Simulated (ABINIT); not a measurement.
# BN (P6_3/mmc) in ABINIT: a series of runs

One crystal, BN, is run at these levels: PBE, PBEsol; tasks: equation of state, band structure.

Everything below comes from runs of ABINIT 10.8.3 (patched build). Logs are shortened: lines on timing, memory, paths and dates and some standing lists are left out, and cuts for length are marked. The log counts tension as positive stress, the text compression.

## 1. Starting point

It takes space group P6_3/mmc (No. 194, hexagonal). Conventional cell: a = 2.498 Å, b = 2.498 Å, c = 6.636 Å, α = 90.00°, β = 90.00°, γ = 120.00°. Around N (site symmetry -6m2) lie 3 B at 1.44 Å. B (site symmetry -6m2) is surrounded by 3 N at 1.44 Å.

## 2. Equation of state, PBE

run.abi reads:

```
# Datasets: one volume each
ndtset 7
getwfk -1
scalecart1 3*0.9795861087
scalecart2 3*0.9864848297
scalecart3 3*0.9932883884
scalecart4 3*1.0000000000
scalecart5 3*1.0066227096
scalecart6 3*1.0131594038
scalecart7 3*1.0196128224

# Pseudopotentials
pp_dirpath "./"
pseudos "N.GGA_PBE-JTH.xml, B.GGA_PBE-JTH.xml"

# Structure
acell 4.7209893936 4.7209893937 12.5396556452
rprim
     1.0000000000     0.0000000000     0.0000000000
    -0.5000000000     0.8660254038     0.0000000000
     0.0000000000     0.0000000000     1.0000000000
ntypat 2
znucl 7 5
natom 4
typat 1 1 2 2
xred
     0.6666666667     0.3333333333     0.2500000000
     0.3333333333     0.6666666667     0.7500000000
     0.6666666667     0.3333333333     0.7500000000
     0.3333333333     0.6666666667     0.2500000000

# Plane-wave basis
ecut 22.0
pawecutdg 44.0
pawovlp 30

# k points
kptopt 1
ngkpt 12 12 4
nshiftk 1
shiftk 0.0 0.0 0.0

# Exchange and correlation
ixc 11

# Bands and occupations
nband 12
occopt 3
tsmear 0.05 eV

# SCF cycle
nstep 100
tolvrs 1.0e-9

# Output
iomode 3
prtwf 1
prtden 0
prteig 0
prtebands 0
enunit 1
```

Potentials or basis: JTH PAW PBE v2.0.

Command:

```bash
$ abinit run.abi > log 2>&1
```

run.abo:

```text
.Version 10.8.3 of ABINIT
 DATASET    1 : space group P6_3/m m c (#194); Bravais hP (primitive hexag.)
================================================================================
 Values of the parameters that define the memory need for DATASET  1.
     intxc =       0    ionmov =       0      iscf =      17    lmnmax =       8
     lnmax =       4     mgfft =      54  mpssoang =       2    mqgrid =    3668
     natom =       4  nloc_mem =       2    nspden =       1   nspinor =       1
    nsppol =       1      nsym =      24    n1xccc =       1    ntypat =       2
    occopt =       3   xclevel =       2
       mpw =        1152          nfft =       21600          nkpt =          57
 PAW method is used; the additional fine FFT grid is defined by:
   mgfftf=        75    nfftf =     67500
================================================================================
================================================================================
[... 71 lines left out ...]
 DATASET    7 : space group P6_3/m m c (#194); Bravais hP (primitive hexag.)
================================================================================
 Values of the parameters that define the memory need for DATASET  7.
     intxc =       0    ionmov =       0      iscf =      17    lmnmax =       8
     lnmax =       4     mgfft =      54  mpssoang =       2    mqgrid =    3818
     natom =       4  nloc_mem =       2    nspden =       1   nspinor =       1
    nsppol =       1      nsym =      24    n1xccc =       1    ntypat =       2
    occopt =       3   xclevel =       2
       mpw =        1281          nfft =       31104          nkpt =          57
 PAW method is used; the additional fine FFT grid is defined by:
   mgfftf=        80    nfftf =     72000
================================================================================
================================================================================

--------------------------------------------------------------------------------
------------- Echo of variables that govern the present computation ------------
--------------------------------------------------------------------------------
 -outvars: echo values of preprocessed input variables --------
            acell      4.7209893936E+00  4.7209893937E+00  1.2539655645E+01 Bohr
              amu      1.40067400E+01  1.08110000E+01
             ecut      2.20000000E+01 Hartree
           enunit           1
           getwfk          -1
                       outvar_i_n : Printing only first  50 k-points.
              ixc          11
           jdtset        1    2    3    4    5    6    7
                       outvar_i_n : Printing only first  50 k-points.
         kptrlatt       12    0    0      0   12    0      0    0    4
          kptrlen1     4.91346899E+01
          kptrlen2     4.94807203E+01
          kptrlen3     4.98219774E+01
          kptrlen4     5.01586226E+01
          kptrlen5     5.04908086E+01
          kptrlen6     5.08186801E+01
          kptrlen7     5.11423747E+01
            natom           4
            nband          12
           ndtset           7
            ngfft1         20      20      54
            ngfft2         20      20      54
            ngfft3         20      20      54
            ngfft4         20      20      54
            ngfft5         24      24      54
            ngfft6         24      24      54
            ngfft7         24      24      54
          ngfftdg1         30      30      75
          ngfftdg2         30      30      75
          ngfftdg3         30      30      80
          ngfftdg4         30      30      80
          ngfftdg5         30      30      80
          ngfftdg6         30      30      80
          ngfftdg7         30      30      80
             nkpt          57
            nstep         100
             nsym          24
           ntypat           2
                       prtocc : prtvol=0, do not print more k-points.
           occopt           3
        pawecutdg      4.40000000E+01 Hartree
          pawovlp      3.0000000000E+01
         pawxcdev           0
           prtden           0
        prtebands           0
           prteig           0
            rprim1     9.7958610870E-01  0.0000000000E+00  0.0000000000E+00
                      -4.8979305435E-01  8.4834645534E-01  0.0000000000E+00
                       0.0000000000E+00  0.0000000000E+00  9.7958610870E-01
            rprim2     9.8648482970E-01  0.0000000000E+00  0.0000000000E+00
                      -4.9324241485E-01  8.5432092298E-01  0.0000000000E+00
                       0.0000000000E+00  0.0000000000E+00  9.8648482970E-01
            rprim3     9.9328838840E-01  0.0000000000E+00  0.0000000000E+00
                      -4.9664419420E-01  8.6021297765E-01  0.0000000000E+00
                       0.0000000000E+00  0.0000000000E+00  9.9328838840E-01
            rprim4     1.0000000000E+00  0.0000000000E+00  0.0000000000E+00
                      -5.0000000000E-01  8.6602540380E-01  0.0000000000E+00
                       0.0000000000E+00  0.0000000000E+00  1.0000000000E+00
            rprim5     1.0066227096E+00  0.0000000000E+00  0.0000000000E+00
                      -5.0331135480E-01  8.7176083856E-01  0.0000000000E+00
                       0.0000000000E+00  0.0000000000E+00  1.0066227096E+00
            rprim6     1.0131594038E+00  0.0000000000E+00  0.0000000000E+00
                      -5.0657970190E-01  8.7742178179E-01  0.0000000000E+00
                       0.0000000000E+00  0.0000000000E+00  1.0131594038E+00
            rprim7     1.0196128224E+00  0.0000000000E+00  0.0000000000E+00
                      -5.0980641120E-01  8.8301060624E-01  0.0000000000E+00
                       0.0000000000E+00  0.0000000000E+00  1.0196128224E+00
          spgroup         194
           tolvrs      1.00000000E-09
           tsmear      1.83746611E-03 Hartree
            typat      1  1  2  2
           useylm           1
                       outvars : Printing only first  50 k-points.
           xangst1     1.2236205993E+00  7.0645768240E-01  1.6250598843E+00
                      -1.7279026727E-11  1.4129153648E+00  4.8751796528E+00
                       1.2236205993E+00  7.0645768240E-01  4.8751796528E+00
                      -1.7279026727E-11  1.4129153648E+00  1.6250598843E+00
           xangst2     1.2322379296E+00  7.1143290041E-01  1.6365043450E+00
                      -1.7400994940E-11  1.4228658008E+00  4.9095130350E+00
                       1.2322379296E+00  7.1143290041E-01  4.9095130350E+00
                      -1.7400994940E-11  1.4228658008E+00  1.6365043450E+00
           xangst3     1.2407363909E+00  7.1633948930E-01  1.6477909386E+00
                      -1.7520926439E-11  1.4326789786E+00  4.9433728158E+00
                       1.2407363909E+00  7.1633948930E-01  4.9433728158E+00
                      -1.7520926439E-11  1.4326789786E+00  1.6477909386E+00
           xangst4     1.2491199991E+00  7.2117976779E-01  1.6589249989E+00
                      -1.7639351575E-11  1.4423595356E+00  4.9767749966E+00
                       1.2491199991E+00  7.2117976779E-01  4.9767749966E+00
                      -1.7639351575E-11  1.4423595356E+00  1.6589249989E+00
           xangst5     1.2573925582E+00  7.2595593196E-01  1.6699115774E+00
[... 24 lines left out ...]
                      -3.3333543516E-11  2.7256644973E+00  9.4047417339E+00
                       2.3604946968E+00  1.3628322487E+00  9.4047417339E+00
                      -3.3333543516E-11  2.7256644973E+00  3.1349139113E+00
            xcart5     2.3761275677E+00  1.3718578909E+00  3.1556755358E+00
                      -3.3554451427E-11  2.7437157818E+00  9.4670266073E+00
                       2.3761275677E+00  1.3718578909E+00  9.4670266073E+00
                      -3.3554451427E-11  2.7437157818E+00  3.1556755358E+00
            xcart6     2.3915573997E+00  1.3807663085E+00  3.1761675093E+00
                      -3.3771901605E-11  2.7615326171E+00  9.5285025280E+00
                       2.3915573997E+00  1.3807663085E+00  9.5285025280E+00
                      -3.3771901605E-11  2.7615326171E+00  3.1761675093E+00
            xcart7     2.4067906600E+00  1.3895612355E+00  3.1963984211E+00
                      -3.3986992758E-11  2.7791224711E+00  9.5891952632E+00
                       2.4067906600E+00  1.3895612355E+00  9.5891952632E+00
                      -3.3986992758E-11  2.7791224711E+00  3.1963984211E+00
             xred      6.6666666667E-01  3.3333333333E-01  2.5000000000E-01
                       3.3333333333E-01  6.6666666667E-01  7.5000000000E-01
                       6.6666666667E-01  3.3333333333E-01  7.5000000000E-01
                       3.3333333333E-01  6.6666666667E-01  2.5000000000E-01
            znucl        7.00000    5.00000

================================================================================

 chkinp: Checking input parameters for consistency, jdtset=   1.

 chkinp: Checking input parameters for consistency, jdtset=   2.
[... 52 lines left out ...]
- pspini: atom type   2  psp file is ./B.GGA_PBE-JTH.xml
 Pseudopotential format is: paw10
 basis_size (lnmax)=  4 (lmn_size=  8), orbitals=   0   0   1   1
 Spheres core radius: rc_sph= 1.70616958
 Shapefunction is SIN type: shapef(r)=[sin(pi*r/rshp)/(pi*r/rshp)]**2
 Radius for shape functions =  1.40269776
 Compensation charge density is not taken into account in XC energy/potential

   2.33230444E+02                                ecore*ucvol(ha*bohr**3)
--------------------------------------------------------------------------------

[... 1440 lines left out ...]
-Cartesian components of stress tensor (GPa)         [Pressure= -9.8975E+00 GPa]
- sigma(1 1)=  1.51639040E+01  sigma(3 2)=  0.00000000E+00
- sigma(2 2)=  1.51639040E+01  sigma(3 1)=  0.00000000E+00
- sigma(3 3)= -6.35259311E-01  sigma(2 1)=  1.46030221E-09

== END DATASET(S) ==============================================================
================================================================================

 -outvars: echo values of variables after computation  --------
            acell      4.7209893936E+00  4.7209893937E+00  1.2539655645E+01 Bohr
           etotal1    -2.5957687801E+01
           etotal2    -2.5960897617E+01
           etotal3    -2.5963106532E+01
           etotal4    -2.5964404885E+01
           etotal5    -2.5964854793E+01
           etotal6    -2.5964527164E+01
           etotal7    -2.5963520837E+01
            fcart1    -2.3289678010E-28 -1.3446301868E-28 -0.0000000000E+00
                      -2.3289678010E-28 -1.3446301868E-28 -0.0000000000E+00
                      -4.6579356020E-28 -2.6892603736E-28 -0.0000000000E+00
                       9.3158712040E-28  5.3785207473E-28 -0.0000000000E+00
            fcart2    -2.1392297216E-27 -8.3451679432E-28 -0.0000000000E+00
                       2.0235956826E-27  5.0071007660E-28 -0.0000000000E+00
                       1.0985233705E-27  7.6775545076E-28 -0.0000000000E+00
                      -9.8288933153E-28 -4.3394873304E-28 -0.0000000000E+00
            fcart3    -4.5936800070E-28 -2.6521623885E-28 -0.0000000000E+00
                       4.5936800070E-28  2.6521623885E-28 -0.0000000000E+00
[... 66 lines left out ...]
                      -1.7639351575E-11  1.4423595356E+00  4.9767749966E+00
                       1.2491199991E+00  7.2117976779E-01  4.9767749966E+00
                      -1.7639351575E-11  1.4423595356E+00  1.6589249989E+00
           xangst5     1.2573925582E+00  7.2595593196E-01  1.6699115774E+00
                      -1.7756251007E-11  1.4519118639E+00  5.0097347322E+00
                       1.2573925582E+00  7.2595593196E-01  5.0097347322E+00
                      -1.7756251007E-11  1.4519118639E+00  1.6699115774E+00
           xangst6     1.2655576736E+00  7.3067006357E-01  1.6807554628E+00
                      -1.7871320686E-11  1.4613401271E+00  5.0422663884E+00
                       1.2655576736E+00  7.3067006357E-01  5.0422663884E+00
                      -1.7871320686E-11  1.4613401271E+00  1.6807554628E+00
           xangst7     1.2736187678E+00  7.3532413850E-01  1.6914612003E+00
                      -1.7985142023E-11  1.4706482770E+00  5.0743836008E+00
                       1.2736187678E+00  7.3532413850E-01  5.0743836008E+00
                      -1.7985142023E-11  1.4706482770E+00  1.6914612003E+00
             xred      6.6666666667E-01  3.3333333333E-01  2.5000000000E-01
                       3.3333333333E-01  6.6666666667E-01  7.5000000000E-01
                       6.6666666667E-01  3.3333333333E-01  7.5000000000E-01
                       3.3333333333E-01  6.6666666667E-01  2.5000000000E-01
 Calculation completed.
```

It took 2.2 min on 1 thread of Arm Neoverse V2, shared host; peak memory 0.15 GiB.

What came out:

| Item | Value |
| --- | --- |
| Equilibrium volume | 9.16 Å³/atom (rough: see the caveat) |
| Bulk modulus at fixed shape and positions | 236 GPa (rough) |

Energy against volume, from the lowest point:
| volume (Å³/atom) | energy (meV/atom) |
| --- | --- |
| 8.429 | 48.76 |
| 8.608 | 26.92 |
| 8.787 | 11.89 |
| 8.967 | 3.06 |
| 9.146 | 0.00 |
| 9.325 | 2.23 |
| 9.505 | 9.07 |

Caveat: the cutoff is too short for stress, so the log's stress isn't used; pressures at fixed basis lie under the slope of the energies; the cell was scaled at fixed shape and fractional positions, which overstates the stiffness of a crystal with free parameters, most of all of layers and chains; the fit is rough or its minimum lies at the end of the range; this functional lacks dispersion, which binds the layers, so the pressure and a relaxed spacing across them are unreliable; the atomic spheres overlap.

## 3. Band structure, PBEsol

run.abi reads:

```
ndtset 2

pp_dirpath "./"
pseudos "N.GGA_PBE-JTH.xml, B.GGA_PBE-JTH.xml"

acell 4.7209893936 4.7209893937 12.5396556452
rprim
     1.0000000000     0.0000000000     0.0000000000
    -0.5000000000     0.8660254038     0.0000000000
     0.0000000000     0.0000000000     1.0000000000
ntypat 2
znucl 7 5
natom 4
typat 1 1 2 2
xred
     0.6666666667     0.3333333333     0.2500000000
     0.3333333333     0.6666666667     0.7500000000
     0.6666666667     0.3333333333     0.7500000000
     0.3333333333     0.6666666667     0.2500000000

ecut 26.0
pawecutdg 48.0
pawovlp 30

ixc -116133

occopt 3
tsmear 0.05 eV

nstep 100

iomode 3
prtwf 0
prteig 0
prtebands 0
enunit 1
prtden1 1

kptopt1 1
ngkpt1 12 12 4
nshiftk1 1
shiftk1 0.0 0.0 0.0
nband1 12
tolvrs1 1.0e-9

iscf2 -2
getden2 1
nband2 18
nbdbuf2 4
tolwfr2 1.0e-11
kptopt2 -7
ndivsm2 5
prteig2 1
kptbounds2
     0.0000000000     0.0000000000     0.0000000000
     0.5000000000     0.0000000000     0.0000000000
     0.3333333333     0.3333333333     0.0000000000
     0.0000000000     0.0000000000     0.0000000000
     0.0000000000     0.0000000000     0.5000000000
     0.5000000000     0.0000000000     0.5000000000
     0.3333333333     0.3333333333     0.5000000000
     0.0000000000     0.0000000000     0.5000000000
```

Potentials or basis: JTH PAW PBE v2.0.

Command:

```bash
$ abinit run.abi > log 2>&1
```

run.abo:

```text
.Version 10.8.3 of ABINIT
 DATASET    1 : space group P6_3/m m c (#194); Bravais hP (primitive hexag.)
================================================================================
 Values of the parameters that define the memory need for DATASET  1.
     intxc =       0    ionmov =       0      iscf =      17    lmnmax =       8
     lnmax =       4     mgfft =      60  mpssoang =       2    mqgrid =    3911
     natom =       4  nloc_mem =       2    nspden =       1   nspinor =       1
    nsppol =       1      nsym =      24    n1xccc =       1    ntypat =       2
    occopt =       3   xclevel =       2
       mpw =        1560          nfft =       34560          nkpt =          57
 PAW method is used; the additional fine FFT grid is defined by:
   mgfftf=        80    nfftf =     72000
================================================================================
================================================================================
[... 1380 lines left out ...]
================================================================================

 -outvars: echo values of variables after computation  --------
            acell      4.7209893936E+00  4.7209893937E+00  1.2539655645E+01 Bohr
           etotal1    -2.5882656177E+01
            fcart1    -1.1407122527E-27 -1.3171810525E-28  1.1533370882E-31
                       2.0532820549E-27  6.5859052618E-28 -9.4363943581E-32
                      -1.1407122527E-27 -6.5859052617E-28 -1.0484882620E-32
                       2.2814245055E-28  1.3171810523E-28 -1.0484882620E-32
            rprim      1.0000000000E+00  0.0000000000E+00  0.0000000000E+00
                      -5.0000000000E-01  8.6602540380E-01  0.0000000000E+00
                       0.0000000000E+00  0.0000000000E+00  1.0000000000E+00
           strten1    -1.1406536649E-04 -1.1406536679E-04 -3.4300009638E-05
                       0.0000000000E+00  0.0000000000E+00  4.7293651187E-14
           xangst      1.2491199991E+00  7.2117976779E-01  1.6589249989E+00
                      -1.7639351575E-11  1.4423595356E+00  4.9767749966E+00
                       1.2491199991E+00  7.2117976779E-01  4.9767749966E+00
                      -1.7639351575E-11  1.4423595356E+00  1.6589249989E+00
             xred      6.6666666667E-01  3.3333333333E-01  2.5000000000E-01
                       3.3333333333E-01  6.6666666667E-01  7.5000000000E-01
                       6.6666666667E-01  3.3333333333E-01  7.5000000000E-01
                       3.3333333333E-01  6.6666666667E-01  2.5000000000E-01
 Calculation completed.
```

Run time: 62 s. Hardware: 1 thread of Arm Neoverse V2, shared host; peak memory 0.14 GiB.

What came out:

```yaml
Free_energy: -704.3030 eV
Pressure: 2.6 GPa
Band_gap_on_the_k_mesh: 4.17 eV, indirect (least direct gap 4.58 eV)
Band_gap_along_the_path: 4.14 eV, indirect (least direct gap 4.58 eV)
```

Stress tensor (GPa, compression positive):
```
3.36 0.00 0.00
0.00 3.36 0.00
0.00 0.00 1.01
```

Levels at the corners of the path, in eV from the valence-band top:
```
point  band 6  band 7  band 8  band 9  band 10  band 11
    Γ   -1.32   -1.29   -1.29    5.04    10.18    11.53
    M   -4.11   -1.51   -0.47    4.14     5.56     9.48
    K   -7.17   -0.12   -0.12    4.77     4.77    10.51
    Γ   -1.32   -1.29   -1.29    5.04    10.18    11.53
    A   -1.30   -1.30   -1.30    7.45     7.45    11.59
    L   -4.14   -0.97   -0.97    4.62     4.62     9.89
    H   -7.17   -0.04   -0.04    4.55     4.55    11.75
    A   -1.30   -1.30   -1.30    7.45     7.45    11.59
```

Caveat: the PAW data sets were made with another functional, which shifts forces and pressure a little; this functional lacks dispersion, which binds the layers, so the pressure and a relaxed spacing across them are unreliable; the atomic spheres overlap.
